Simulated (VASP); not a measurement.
# Ti (P6/mmm) in VASP: notebook

The runs below take Ti through single point, with PBE.

All numbers are computed with VASP 6.6.1; they aren't measurements. Logs are shortened: lines on timing, memory, paths and dates and some standing lists are left out, and cuts for length are marked.

### Step 1. The structure

Symmetry: P6/mmm, No. 191, hexagonal system. The conventional cell has a = 4.567 Å, b = 4.567 Å, c = 2.826 Å, α = 90.00°, β = 90.00°, γ = 120.00°. Around Ti (site symmetry -6m2) lie 11 Ti at 2.64 to 2.99 Å. Ti (site symmetry 6/mmm) has 14 Ti at 2.83 to 2.99 Å as nearest neighbours.

This isn't the form of Ti at room conditions, which is hcp.

### Step 2. Single point, PBE

File INCAR:

```
SYSTEM = Ti
PREC     = Accurate       ! precision mode
ENCUT    = 500            ! plane-wave cutoff, eV
EDIFF    = 1E-6           ! SCF threshold, eV
ISMEAR   = 0              ! smearing method
SIGMA    = 0.15           ! smearing width, eV
LREAL    = .False.        ! projectors in reciprocal space
LASPH    = .True.         ! aspherical terms in the spheres
NELM     = 100            ! most SCF steps
ALGO     = Normal         ! electronic algorithm
ISIF     = 2              ! what is computed and relaxed
LWAVE    = .False.        ! write WAVECAR
LCHARG   = .False.        ! write CHGCAR
GGA      = PE             ! functional
NBANDS   = 13             ! bands
ADDGRID  = .False.
```

File KPOINTS:

```
Automatic mesh
0
Gamma
  2 2 3
  0 0 0
```

File POSCAR:

```
Ti
1.0
    4.5673748306      0.0000000000      0.0000000000
   -2.2836874153      3.9554626319      0.0000000000
    0.0000000000      0.0000000000      2.8262442700
Ti
3
Direct
    0.6666666667      0.3333333333      0.5000000000
    0.3333333333      0.6666666667      0.5000000000
    0.0000000000      0.0000000000      0.0000000000
```

Potentials or basis: VASP PAW PBE potentials, release 64 (Ti).

Launch:

```sh
> cat potpaw_PBE.64/Ti/POTCAR > POTCAR
> mpirun -np 1 vasp_std > vasp.out
```

OUTCAR:

```text
SYSTEM = Ti
   PREC = Accurate
   ENCUT = 500
   EDIFF = 1E-6
   ISMEAR = 0
   LREAL = .False.
   LASPH = .True.
   NELM = 100
   ISIF = 2
   GGA = PE

 Found      4 irreducible k-points:

 Following reciprocal coordinates:
            Coordinates               Weight
  0.000000  0.000000  0.000000      1.000000
  0.500000  0.000000  0.000000      3.000000
  0.000000  0.000000  0.333333      2.000000
  0.500000  0.000000  0.333333      6.000000
   k-points           NKPTS =      4   k-points in BZ     NKDIM =      4   number of bands    NBANDS=     13
   number of dos      NEDOS =    301   number of ions     NIONS =      3
   total plane-waves  NPLWV =  31104
   dimension x,y,z NGX =    36 NGY =   36 NGZ =   24
   dimension x,y,z NGXF=    72 NGYF=   72 NGZF=   48
   ions per type =               3
   NGX,Y,Z   is equivalent  to a cutoff of  13.10, 13.10, 14.12 a.u.
   NGXF,Y,Z  is equivalent  to a cutoff of  26.21, 26.21, 28.23 a.u.
 SYSTEM =  Ti
   PREC   = accura    normal or accurate (medium, high low for compatibility)
   ISTART =      0    job   : 0-new  1-cont  2-samecut
   ICHARG =      2    charge: 1-file 2-atom 10-const
   ISPIN  =      1    spin polarized calculation?
   LNONCOLLINEAR =      F non collinear calculations
   LSORBIT =      F    spin-orbit coupling
   LASPH  =      T    aspherical Exc in radial PAW
   ENCUT  =  500.0 eV  36.75 Ry    6.06 a.u.   8.33  8.33  5.15*2*pi/ulx,y,z
   NELM   =    100;   NELMIN=  2; NELMDL= -5     # of ELM steps
   EDIFF  = 0.1E-05   stopping-criterion for ELM
   LREAL  =      F    real-space projection
   EDIFFG = 0.1E-04   stopping-criterion for IOM
   NSW    =      0    number of steps for IOM
   IBRION =     -1    ionic relax: 0-MD 1-quasi-New 2-CG
   NFREE  =      0    steps in history (QN), initial steepest desc. (CG)
   ISIF   =      2    stress and relaxation
   ISYM   =      2    0-nonsym 1-usesym 2-fastsym
   POTIM  = 0.5000    time-step for ionic-motion
   TEBEG  =    0.0;   TEEND  =   0.0 temperature during run
   PSTRESS=    0.0 pullay stress
   NELECT =      12.0000    total number of electrons
   NUPDOWN=      -1.0000    fix difference up-down
   EMIN   =  10.00;   EMAX   =-10.00  energy-range for DOS
   EFERMI =   0.00;   METHOD = LEGACY
   ISMEAR =     0;   SIGMA  =   0.15  broadening in eV -4-tet -1-fermi 0-gaus
   EFERMI_NEDOS =   21; number of points for ismear=-14 and -15
   IALGO  =     38    algorithm
   IMIX   =      4    mixing-type and parameters
     AMIX     =   0.40;   BMIX     =  1.00
     AMIX_MAG =   1.60;   BMIX_MAG =  1.00
  volume/ion in A,a.u.               =      17.02       114.85
  Fermi-wavevector in a.u.,A,eV,Ry     =   1.010285  1.909162 13.887145  1.020676
  Thomas-Fermi vector in A             =   2.143265
   LORBIT       =      0    0 simple, 1 ext, 2 COOP (PROOUT), +10 PAW based schemes
   GGA     = PE    functional components
   LHFCALC =     F    Hartree Fock is set to
   AEXX    =    0.0000 exact exchange contribution
   IVDW    =     0    specifies the selected vdW correction
   LEPSILON=     F    determine dielectric tensor
   LRPA    =     F    only Hartree local field effects (RPA)
 non-spin polarized calculation
 Gauss-broadening in eV      SIGMA  =   0.15
  energy-cutoff  :      500.00
  volume of cell :       51.06
 maximum number of plane-waves:      1313
 NGX is ok and might be reduce to    36
   NGX = 17   NGY = 17   NGZ = 11

 number of electron      12.0000000 magnetization

 Free energy of the ion-electron system (eV)
  ---------------------------------------------------
  ext. energy  EPLUGINS =         0.00000000
  ---------------------------------------------------
  free energy    TOTEN  =       -23.34849713 eV

  energy without entropy =      -23.32386942  energy(sigma->0) =      -23.33618327

 E-fermi :   2.9543     XC(G=0): -11.1392

 val. band max:        2.8040771352   @ k =   0.5000   0.0000   0.0000
 cond. band min:       3.0853368330   @ k =   0.5000   0.0000   0.0000
 fundamental gap:      0.2812596978
 Fermi energy:         2.9542644298

 k-point     1 :       0.0000    0.0000    0.0000
  band No.  band energies     occupation
      1      -2.9694      2.00000
      2       1.1530      2.00000
      3       2.3528      2.00000
      4       2.3528      2.00000
      5       2.4997      1.99998
      6       2.4997      1.99998
      7       3.1449      0.07227
      8       3.7711      0.00000
      9       4.3929      0.00000
     10       4.3929      0.00000
     11       4.8502      0.00000
     12       4.8502      0.00000
     13       5.0760      0.00000

 k-point     2 :       0.5000    0.0000    0.0000
  band No.  band energies     occupation
      1      -0.5751      2.00000
      2      -0.4181      2.00000
      3       0.4873      2.00000
      4       2.7133      1.97691
      5       2.7493      1.94675
      6       2.8041      1.84322
      7       3.0853      0.21655
      8       3.6291      0.00000
      9       4.1283      0.00000
     10       4.1638      0.00000
     11       4.9493      0.00000
     12       5.1916      0.00000
     13       5.6645      0.00000

 k-point     3 :       0.0000    0.0000    0.3333
  band No.  band energies     occupation
      1      -0.7577      2.00000
      2       1.3232      2.00000
      3       1.3232      2.00000
      4       1.6837      2.00000
      5       1.6837      2.00000
      6       2.0959      2.00000
      7       4.3620      0.00000
      8       4.3620      0.00000
      9       4.4296      0.00000
     10       4.4296      0.00000
     11       5.7404      0.00000
     12       5.7528      0.00000
     13       5.7528      0.00000

 k-point     4 :       0.5000    0.0000    0.3333
  band No.  band energies     occupation
      1       0.5071      2.00000
      2       0.7327      2.00000
      3       1.8622      2.00000
      4       1.8639      2.00000
      5       2.1700      2.00000
      6       2.6491      1.99598
      7       3.3568      0.00015
      8       3.3629      0.00012
      9       4.0994      0.00000
     10       4.2507      0.00000
     11       5.1736      0.00000
     12       5.7198      0.00000
     13       5.9348      0.00000

------------------------ aborting loop because EDIFF is reached ----------------------------------------

  FORCE on cell =-STRESS in cart. coord.  units (eV):
  Direction    XX          YY          ZZ          XY          YZ          ZX
  --------------------------------------------------------------------------------------
  -------------------------------------------------------------------------------------
  Total       -0.7443978     -0.7443978     -1.5068033      0.0000000      0.0000000      0.0000000
  in kB      -23.3583443    -23.3583443    -47.2817463      0.0000000      0.0000000      0.0000000
  external PRESSURE =     -31.3328116 kB  Pullay stress =       0.0000000 kB

 VOLUME and BASIS-vectors are now :
 -----------------------------------------------------------------------------
  energy-cutoff  :      500.00
  volume of cell :       51.06
      direct lattice vectors                 reciprocal lattice vectors
     4.567374831  0.000000000  0.000000000     0.218944150  0.126407464  0.000000000
    -2.283687415  3.955462632  0.000000000     0.000000000  0.252814928  0.000000000
     0.000000000  0.000000000  2.826244270     0.000000000  0.000000000  0.353826458

 POSITION                                       TOTAL-FORCE (eV/Angst)
 -----------------------------------------------------------------------------------
      2.28369      1.31849      1.41312         0.000000     -0.000000      0.000000
     -0.00000      2.63698      1.41312        -0.000000      0.000000      0.000000
      0.00000      0.00000      0.00000        -0.000000      0.000000      0.000000
 -----------------------------------------------------------------------------------
    total drift:                                0.000000      0.000000     -0.000000

  FREE ENERGIE OF THE ION-ELECTRON SYSTEM (eV)
  ---------------------------------------------------
  free  energy   TOTEN  =       -23.3484971298 eV

  energy  without entropy=      -23.3238694174  energy(sigma->0) =      -23.33618327
```

OSZICAR:

```text
N       E                     dE             d eps       ncg     rms          rms(c)
DAV:   1     0.250241329336E+02    0.25024E+02   -0.41248E+03   104   0.758E+02
DAV:   2    -0.230088903952E+02   -0.48033E+02   -0.45187E+02   104   0.139E+02
DAV:   3    -0.261481896368E+02   -0.31393E+01   -0.29270E+01   152   0.352E+01
DAV:   4    -0.262433882789E+02   -0.95199E-01   -0.94766E-01   109   0.614E+00
DAV:   5    -0.262447513910E+02   -0.13631E-02   -0.13629E-02   168   0.644E-01    0.195E+01
DAV:   6    -0.238440329950E+02    0.24007E+01   -0.60616E+00   124   0.207E+01    0.639E+00
DAV:   7    -0.247785095042E+02   -0.93448E+00   -0.12073E+01   148   0.234E+01    0.728E+00
DAV:   8    -0.233908695900E+02    0.13876E+01   -0.22272E+00   148   0.120E+01    0.130E+00
DAV:   9    -0.233545241566E+02    0.36345E-01   -0.15306E-01   148   0.240E+00    0.480E-01
DAV:  10    -0.233500783075E+02    0.44458E-02   -0.26740E-02   153   0.109E+00    0.318E-01
DAV:  11    -0.233489285136E+02    0.11498E-02   -0.12427E-02   158   0.694E-01    0.167E-01
DAV:  12    -0.233485280734E+02    0.40044E-03   -0.83475E-04   138   0.214E-01    0.403E-02
DAV:  13    -0.233484995877E+02    0.28486E-04   -0.10249E-04   148   0.669E-02    0.980E-03
DAV:  14    -0.233484979156E+02    0.16721E-05   -0.90188E-06   135   0.267E-02    0.651E-03
DAV:  15    -0.233484971298E+02    0.78583E-06   -0.12753E-06    98   0.101E-02
   1 F= -.23348497E+02 E0= -.23336183E+02  d E =-.246277E-01
```

stdout:

```text
POSCAR found type information on POSCAR Ti
 POSCAR found :  1 types and       3 ions
 scaLAPACK will be used
 LDA part: xc-table for (Slater+PW92), standard interpolation
 POSCAR, INCAR and KPOINTS ok, starting setup
 FFT: planning ... GRIDC
 FFT: planning ... GRID_SOFT
 FFT: planning ... GRID
 WAVECAR not read
 entering main loop
```

Wall time 8 s (1 thread of Intel Xeon Platinum 8488C (Sapphire Rapids), shared host); peak memory 0.16 GiB.

The run converged, but some of its settings lie outside the range that counts as converged, so its numbers aren't taken as properties of the crystal.

What came out:

| Property | Result |
| --- | --- |
| Free energy | -23.3485 eV |
| Pressure | -3.1 GPa |

Caveat: the k mesh is coarse (spacing up to 0.79 Å⁻¹), so the values aren't converged; the mesh shows a gap though the element is a metal.

### Step 3. Single point, PBE

INCAR is that of step 2.

KPOINTS is that of step 2.

File POSCAR:

```
Ti
1.0
    4.5673748306      0.0000000000      0.0000000000
   -2.2836874153      3.9554626319      0.0000000000
    0.0000000000      0.0000000000      2.8262442700
Ti
3
Direct
    0.6535550000      0.3369470000      0.4982190000
    0.3492570000      0.6782810000      0.5288300000
    0.0014220000     -0.0021490000     -0.0037100000
```

Potentials or basis: VASP PAW PBE potentials, release 64 (Ti).

Launch:

```sh
> cat potpaw_PBE.64/Ti/POTCAR > POTCAR
> mpirun -np 1 vasp_std > vasp.out
```

It took 11 s on 1 thread of Intel Xeon Platinum 8488C (Sapphire Rapids), shared host; peak memory 0.16 GiB.

The run converged, but some of its settings lie outside the range that counts as converged, so its numbers aren't taken as properties of the crystal.

What came out:

```yaml
Free_energy: -23.3108 eV
Pressure: -2.8 GPa
Largest_force: 0.500 eV/Å
```

Caveat: the k mesh is coarse (spacing up to 0.79 Å⁻¹), so the values aren't converged; the mesh shows a gap though the element is a metal.

### Step 4. For comparison

An earlier run on the cell as given: functional PBEsol; potentials or basis VASP PAW PBE potentials, release 64 (Ti_sv); cutoff 520 eV; k mesh 7 × 7 × 9; occupations fermi-dirac, width 0.05 eV; no spin polarisation.

* Pressure: -3.9 GPa
* Band gap on the k mesh: none (metal or under the smearing width)
